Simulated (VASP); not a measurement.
# Se (Im-3m) in VASP: notebook

One crystal, Se, is run at these levels: PBEsol; tasks: relaxation of cell and atoms.

All numbers are computed with VASP 6.6.1; they aren't measurements. Logs are shortened: lines on timing, memory, paths and dates and some standing lists are left out, and cuts for length are marked.

### 1 The structure

Symmetry: Im-3m, No. 229, cubic system. Conventional cell: a = 3.145 Å, b = 3.145 Å, c = 3.145 Å, α = 90.00°, β = 90.00°, γ = 90.00°. Se (site symmetry m-3m) has 8 Se at 2.72 Å as nearest neighbours.

This isn't the form of Se at room conditions, which is trigonal, of chains.

### 2 Relaxation of cell and atoms, PBEsol, target pressure 30 GPa, at which the enthalpy is minimised

Input file INCAR:

```
SYSTEM = Se
ALGO     = Normal         ! electronic algorithm
EDIFF    = 1E-7           ! SCF threshold, eV
EDIFFG   = -0.002         ! ionic threshold
ENCUT    = 520            ! plane-wave cutoff, eV
GGA      = PS             ! functional
IBRION   = 2              ! ionic algorithm
ISIF     = 3              ! what is computed and relaxed
ISMEAR   = 0              ! smearing method
LASPH    = .TRUE.         ! aspherical terms in the spheres
LCHARG   = .FALSE.        ! write CHGCAR
LREAL    = .FALSE.        ! projectors in reciprocal space
LWAVE    = .FALSE.        ! write WAVECAR
NELM     = 80             ! most SCF steps
NSW      = 80             ! ionic steps
PREC     = Accurate       ! precision mode
PSTRESS  = 300.0        
SIGMA    = 0.1            ! smearing width, eV
```

Input file KPOINTS:

```
k-points
0
G
  30 30 30
  0 0 0
```

Input file POSCAR:

```
Se                                      
1.0
    2.2241726403      1.2841272293      0.9079487579
   -2.2241726403      1.2841272293      0.9079487579
   -0.0000000000     -2.5682544579      0.9079487572
  Se            
     1
Direct
     0.0000000000000000    0.0000000000000000    0.0000000000000000
```

Potentials or basis: VASP PAW PBE potentials, release 64 (Se).

The run is started by

```console
cat potpaw_PBE.64/Se/POTCAR > POTCAR
mpirun -np 1 vasp_std > vasp.out
```

OUTCAR:

```text
SYSTEM = Se
   EDIFF = 1E-7
   EDIFFG = -0.002
   ENCUT = 520
   GGA = PS
   IBRION = 2
   ISIF = 3
   ISMEAR = 0
   LASPH = .TRUE.
   LREAL = .FALSE.
   NELM = 80
   NSW = 80
   PREC = Accurate
   PSTRESS = 300.0

 ion  position               nearest neighbor table
   1  0.000  0.000  0.000-

  LATTYP: Found a trigonal (rhomboedric) cell.
 ALAT       =     2.7240223240
 COS(alpha) =    -0.3333545866

  Lattice vectors:

 A1 = (   2.2241726403,   1.2841272293,   0.9079487579)
 A2 = (  -2.2241726403,   1.2841272293,   0.9079487579)
 A3 = (   0.0000000000,  -2.5682544579,   0.9079487572)

Analysis of symmetry for initial positions (statically):
=====================================================================
 Subroutine PRICEL returns:
 Original cell was already a primitive cell.

 Routine SETGRP: Setting up the symmetry group for a
 trigonal (rhombohedral) supercell.

 Subroutine GETGRP returns: Found 12 space group operations
 (whereof 12 operations were pure point group operations)
 out of a pool of 12 trial point group operations.

The static configuration has the point symmetry D_3d.

Analysis of symmetry for dynamics (positions and initial velocities):
=====================================================================
 Subroutine PRICEL returns:
 Original cell was already a primitive cell.

 Routine SETGRP: Setting up the symmetry group for a
 trigonal (rhombohedral) supercell.

 Subroutine GETGRP returns: Found 12 space group operations
 (whereof 12 operations were pure point group operations)
 out of a pool of 12 trial point group operations.

The dynamic configuration has the point symmetry D_3d.

 Subroutine INISYM returns: Found 12 space group operations
 (whereof 12 operations are pure point group operations),
 and found     1 'primitive' translations

----------------------------------------------------------------------------------------

                                     Primitive cell

  volume of cell :      15.5593

  direct lattice vectors                    reciprocal lattice vectors
     2.224172640  1.284127229  0.907948758     0.224802693  0.129789839  0.367127914
    -2.224172640  1.284127229  0.907948758    -0.224802693  0.129789839  0.367127914
     0.000000000 -2.568254458  0.907948757     0.000000000 -0.259579679  0.367127914

  length of vectors
     2.724022324  2.724022324  2.724023110     0.449627133  0.449627133  0.449627084

  position of ions in fractional coordinates (direct lattice)
     0.000000000  0.000000000  0.000000000

  ion indices of the primitive-cell ions
   primitive index   ion index
                 1           1

----------------------------------------------------------------------------------------

 KPOINTS: k-points

Automatic generation of k-mesh.
 Grid dimensions read from file:
 generate k-points for:   30   30   30

 Generating k-lattice:

  Cartesian coordinates                     Fractional coordinates (reciprocal lattice)
     0.007493423  0.004326328  0.012237597     0.033333333  0.000000000  0.000000000
    -0.007493423  0.004326328  0.012237597     0.000000000  0.033333333  0.000000000
     0.000000000 -0.008652656  0.012237597     0.000000000  0.000000000  0.033333333

  Length of vectors
     0.014987571  0.014987571  0.014987569

  Shift w.r.t. Gamma in fractional coordinates (k-lattice)
     0.000000000  0.000000000  0.000000000

 Subroutine IBZKPT returns following result:
 ===========================================

 Found   2496 irreducible k-points:

 Following reciprocal coordinates:
            Coordinates               Weight
  0.000000  0.000000  0.000000      1.000000
  0.033333 -0.000000  0.000000      6.000000
  0.066667 -0.000000  0.000000      6.000000
  0.100000 -0.000000 -0.000000      6.000000
  0.133333  0.000000  0.000000      6.000000
  0.166667 -0.000000 -0.000000      6.000000
[... 16 lines left out ...]
  0.233333  0.033333 -0.000000     12.000000
  0.266667  0.033333  0.000000     12.000000
 [... further k-points ...]
   k-points           NKPTS =   2496   k-points in BZ     NKDIM =   2496   number of bands    NBANDS=      7
   number of dos      NEDOS =    301   number of ions     NIONS =      1
   total plane-waves  NPLWV =   8000
   dimension x,y,z NGX =    20 NGY =   20 NGZ =   20
   dimension x,y,z NGXF=    40 NGYF=   40 NGZF=   40
   ions per type =               1
   NGX,Y,Z   is equivalent  to a cutoff of  12.21, 12.21, 12.21 a.u.
   NGXF,Y,Z  is equivalent  to a cutoff of  24.41, 24.41, 24.41 a.u.
 SYSTEM =  Se
   PREC   = accura    normal or accurate (medium, high low for compatibility)
   ISTART =      0    job   : 0-new  1-cont  2-samecut
   ICHARG =      2    charge: 1-file 2-atom 10-const
   ISPIN  =      1    spin polarized calculation?
   LNONCOLLINEAR =      F non collinear calculations
   LSORBIT =      F    spin-orbit coupling
   LASPH  =      T    aspherical Exc in radial PAW
   ENCUT  =  520.0 eV  38.22 Ry    6.18 a.u.   5.06  5.06  5.06*2*pi/ulx,y,z
   NELM   =     80;   NELMIN=  2; NELMDL= -5     # of ELM steps
   EDIFF  = 0.1E-06   stopping-criterion for ELM
   LREAL  =      F    real-space projection
   EDIFFG = -.2E-02   stopping-criterion for IOM
   NSW    =     80    number of steps for IOM
   IBRION =      2    ionic relax: 0-MD 1-quasi-New 2-CG
   NFREE  =      1    steps in history (QN), initial steepest desc. (CG)
   ISIF   =      3    stress and relaxation
   ISYM   =      2    0-nonsym 1-usesym 2-fastsym
   POTIM  = 0.5000    time-step for ionic-motion
   TEBEG  =    0.0;   TEEND  =   0.0 temperature during run
   PSTRESS=  300.0 pullay stress
   NELECT =       6.0000    total number of electrons
   NUPDOWN=      -1.0000    fix difference up-down
   EMIN   =  10.00;   EMAX   =-10.00  energy-range for DOS
   EFERMI =   0.00;   METHOD = LEGACY
   ISMEAR =     0;   SIGMA  =   0.10  broadening in eV -4-tet -1-fermi 0-gaus
   EFERMI_NEDOS =   21; number of points for ismear=-14 and -15
   IALGO  =     38    algorithm
   IMIX   =      4    mixing-type and parameters
     AMIX     =   0.40;   BMIX     =  1.00
     AMIX_MAG =   1.60;   BMIX_MAG =  1.00
  volume/ion in A,a.u.               =      15.56       105.00
  Fermi-wavevector in a.u.,A,eV,Ry     =   1.191596  2.251789 19.318911  1.419900
  Thomas-Fermi vector in A             =   2.327653
   LORBIT       =      0    0 simple, 1 ext, 2 COOP (PROOUT), +10 PAW based schemes
   GGA     = PS    functional components
   LHFCALC =     F    Hartree Fock is set to
   AEXX    =    0.0000 exact exchange contribution
   IVDW    =     0    specifies the selected vdW correction
   LEPSILON=     F    determine dielectric tensor
   LRPA    =     F    only Hartree local field effects (RPA)
 conjugate gradient relaxation of ions
 non-spin polarized calculation
 Gauss-broadening in eV      SIGMA  =   0.10
  energy-cutoff  :      520.00
  volume of cell :       15.56
 maximum number of plane-waves:       432
   NGX = 11   NGY = 11   NGZ = 11

--------------------------------------- Ionic step        1  -------------------------------------------

 number of electron       5.9999999 magnetization

 Free energy of the ion-electron system (eV)
  ---------------------------------------------------
  ext. energy  EPLUGINS =         0.00000000
  ---------------------------------------------------
  free energy    TOTEN  =        -3.11088541 eV

  energy without entropy =       -3.10763439  energy(sigma->0) =       -3.10925990

------------------------ aborting loop because EDIFF is reached ----------------------------------------

  FORCE on cell =-STRESS in cart. coord.  units (eV):
  Direction    XX          YY          ZZ          XY          YZ          ZX
  --------------------------------------------------------------------------------------
  -------------------------------------------------------------------------------------
  Total        2.9157394      2.9157419      2.9153959     -0.0000000      0.0000000      0.0000000
  in kB      300.2411068    300.2413670    300.2057308     -0.0000000      0.0000001      0.0000000
  external PRESSURE =       0.2294015 kB  Pullay stress =     300.0000000 kB
[... 59 lines left out ...]
  enthalpy is  TOTEN    =        -0.1974862457 eV   P V=        2.9143374020

--------------------------------------- Ionic step        3  -------------------------------------------

 number of electron       5.9999999 magnetization

 Free energy of the ion-electron system (eV)
  ---------------------------------------------------
  ext. energy  EPLUGINS =         0.00000000
  ---------------------------------------------------
  free energy    TOTEN  =        -3.11122364 eV

  energy without entropy =       -3.10797237  energy(sigma->0) =       -3.10959801

 E-fermi :   9.0976     XC(G=0): -11.9615

 val. band max:        9.0974595795   @ k =  -0.4000   0.0667   0.0333
 cond. band min:       9.0980611800   @ k =   0.3000   0.0667   0.0333
 fundamental gap:      0.0006016005
 Fermi energy:         9.0976014691

 k-point     1 :       0.0000    0.0000    0.0000
  band No.  band energies     occupation
      1      -9.8779      2.00000
      2      13.6867      0.00000
      3      13.6867      0.00000
      4      13.6883      0.00000
      5      22.1463      0.00000
      6      22.1476      0.00000
      7      22.1476      0.00000
[... 221 lines left out ...]
 k-point    24 :       0.2667    0.0333    0.0000
  band No.  band energies     occupation
      1      -7.6418      2.00000
      2       5.4256      2.00000
      3      10.4443      0.00000
      4      12.5465      0.00000
      5      17.8715      0.00000
      6      18.4556      0.00000
      7      24.4521      0.00000

 [... further k-points ...]
[... 5 lines left out ...]
  --------------------------------------------------------------------------------------
  -------------------------------------------------------------------------------------
  Total        2.9139004      2.9139032      2.9135236      0.0000000      0.0000000     -0.0000000
  in kB      300.0168878    300.0171741    299.9780892      0.0000000      0.0000001     -0.0000000
  external PRESSURE =       0.0040504 kB  Pullay stress =     300.0000000 kB
[... 16 lines left out ...]
  FREE ENERGIE OF THE ION-ELECTRON SYSTEM (eV)
  ---------------------------------------------------
  free  energy   TOTEN  =        -3.1112236381 eV

  energy  without entropy=       -3.1079723731  energy(sigma->0) =       -3.10959801

  enthalpy is  TOTEN    =        -0.1974872592 eV   P V=        2.9137363788

 reached required accuracy - stopping structural energy minimisation
```

It took 2.3 min on 1 thread of Intel Xeon 6975P-C (Granite Rapids), shared host; peak memory 0.37 GiB.

Results:

* Free energy: -3.1112 eV
* Relaxed volume: 15.56 Å³/atom
* Relaxed cell: a = 2.724 Å, b = 2.724 Å, c = 2.724 Å, α = 109.47°, β = 109.47°, γ = 109.47°
* Space group after relaxing (to 0.05 Å): Im-3m (No. 229)
* Energy change on relaxing (the enthalpy is what falls): -0.3 meV/atom
* Ionic steps: 3
* Pressure after relaxing: 30.0 GPa
* Band gap on the k mesh: none (metal or under the smearing width)

The path:
| step | energy change (eV) | largest force (eV/Å) | pressure (GPa) | volume (Å³) |
| --- | --- | --- | --- | --- |
| 1 | 0.0000 | 0.0000 | 30.02 | 15.56 |
| 2 | -0.0009 | 0.0000 | 29.96 | 15.56 |
| 3 | -0.0003 | 0.0000 | 30.00 | 15.56 |

Final structure:
```
Se
1.0
     2.22426    1.28418    0.90798
    -2.22426    1.28418    0.90798
     0.00000   -2.56836    0.90798
Se
1
Direct
  0.00000 0.00000 0.00000
```

Caveat: the cell is relaxed towards a set pressure, so the enthalpy falls and the energy may rise; the PAW data sets were made with another functional, which shifts forces and pressure a little.

(Part 1 of 2 ends here.)
